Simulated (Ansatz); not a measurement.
# PbS: the cost of one run

Program: Ansatz 0.2.0. Level of theory: DFT PBE, scalar-relativistic, plane waves, PAW. These are calculated values, not measurements.

### Step 1. The system as given

The structure is orthorhombic, space group Cmc2_1 (No. 36). Conventional cell: a = 4.114 Å, b = 7.132 Å, c = 7.560 Å, α = 90.00°, β = 90.00°, γ = 90.00°. Pb (site symmetry m) has 6 S at 2.84 to 3.26 Å as nearest neighbours. Around S (site symmetry m) lie 6 Pb at 2.84 to 3.26 Å.

Structure file:

```cif
data_structure
_symmetry_space_group_name_H-M 'Cmc2_1'
_symmetry_Int_Tables_number 36
_cell_length_a 4.1139
_cell_length_b 7.1317
_cell_length_c 7.5599
_cell_angle_alpha 90.000
_cell_angle_beta 90.000
_cell_angle_gamma 90.000
_cell_volume 221.80
loop_
_atom_site_label
_atom_site_type_symbol
_atom_site_symmetry_multiplicity
_atom_site_Wyckoff_symbol
_atom_site_fract_x
_atom_site_fract_y
_atom_site_fract_z
_atom_site_occupancy
Pb1 Pb 4 a 0.50000 0.49897 0.51327 1
S1 S 4 a 0.00000 0.33285 0.30753 1
```

The structure comes from the Materials Project (structure only).

### Step 2. Probe: one point at the start

input.yaml reads:

```yaml
crystal:
  lattice:
    - [2.05694184, -3.565829265, 0.0]
    - [2.05694184, 3.565829265, 0.0]
    - [0.0, 0.0, 7.55994474]
  atoms:
    - { symbol: Pb, position: [0.00103166, 0.99896834, 0.48673181] }
    - { symbol: Pb, position: [0.99896834, 0.00103166, 0.98673181] }
    - { symbol: S, position: [0.66714548, 0.33285452, 0.69246819] }
    - { symbol: S, position: [0.33285452, 0.66714548, 0.19246819] }
basis:
  ecutwfc: 420
kpoints:
  mp_grid: { grid: [6, 6, 4] }
hamiltonian:
  xc: pbe
scf:
  occupations: { method: gaussian, width: 0.1 }
output:
  forces: true
  stress: true
  eigenvalues: true
```

The run is started by

```
ansatz run input.yaml --threads 4 --pin off --max-ram 5120MiB --backend cpu --events-out ev --progress --plain --runs-dir out
```

**Question.** How long does this run take on 4 threads of Intel Xeon 6975P-C (Granite Rapids), shared host, and how much memory does it need?

About 1.2 s, with a peak of 0.47 GiB.
